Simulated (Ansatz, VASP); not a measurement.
One calculation of Ni, two programs

The input INCAR:

```
SYSTEM = Ni
  PREC = Accurate
  ENCUT = 520
  EDIFF = 1E-6
  ISMEAR = -1
  SIGMA = 0.08
  LREAL = .False.
  LASPH = .True.
  NELM = 150
  ALGO = Normal
  ISIF = 2
  LWAVE = .False.
  LCHARG = .False.
  ISPIN = 2
  MAGMOM = 1 1
  LORBIT = 11
  LMAXMIX = 4
  GGA = PE
  NBANDS = 21
```

Contents of KPOINTS:

```
Automatic mesh
0
Gamma
  17 17 10
  0 0 0
```

The input POSCAR:

```
Ni
1.0
    2.3480368382      0.0000000000      0.0000000000
   -1.1740184191      2.0334595510      0.0000000000
    0.0000000000      0.0000000000      3.8493868447
Ni
2
Direct
    0.3333333333      0.6666666667      0.2500000000
    0.6666666667      0.3333333333      0.7500000000
```

Input for Ansatz:

```yaml
crystal:
  lattice:
    - [2.3480368382, 0.0, 0.0]
    - [-1.1740184191, 2.033459551, 0.0]
    - [0.0, 0.0, 3.8493868447]
  atoms:
    - { symbol: Ni, position: [0.3333333333, 0.6666666667, 0.25], spin: 1.0 }
    - { symbol: Ni, position: [0.6666666667, 0.3333333333, 0.75], spin: 1.0 }
magnetization:
  spin_polarized: true
kpoints:
  mp_grid: { grid: [17, 17, 10] }
scf:
  occupations: { method: fermi_dirac, width: 0.08 }
hamiltonian:
  xc: pbe
  pseudopotentials: { kind: all_electron, lapw: { basis_error: 0.001 } }
output:
  forces: true
  stress: true
  eigenvalues: true
  populations: true
```

Change from the starting cell: volume scaled by 0.84, LAPW.

Alike in both runs: task single point; functional PBE; k mesh 17 × 17 × 10; occupations fermi-dirac, width 0.08 eV; collinear spin.

|  | VASP | Ansatz |
| --- | --- | --- |
| version | VASP 6.6.1 | Ansatz 0.2.0 |
| potentials or method | VASP PAW PBE potentials, release 64 (Ni) | all-electron LAPW, scalar-relativistic |
| plane-wave cutoff (eV) | 520 | see its input |

|  | VASP | Ansatz | Ansatz less VASP |
| --- | --- | --- | --- |
| pressure (GPa) | 51.2 | 52.0 | +0.86 |
| largest component of the traceless stress (GPa) | 0.07 | 0.08 | +0.008 |
| net moment per atom (μB) | 0.57 | 0.59 | +0.014 |
| size of the moment on the site where the two differ most (μB) | 0.57 | 0.61 | +0.037 |

Site moments also hang on the region over which each program counts them. Ansatz ran all-electron here, so the differences hold the error of VASP's frozen core and of both bases.

Caveats: so large a pressure means that the cell lies far from this level's equilibrium, or that cutoff or potentials fall short (VASP).
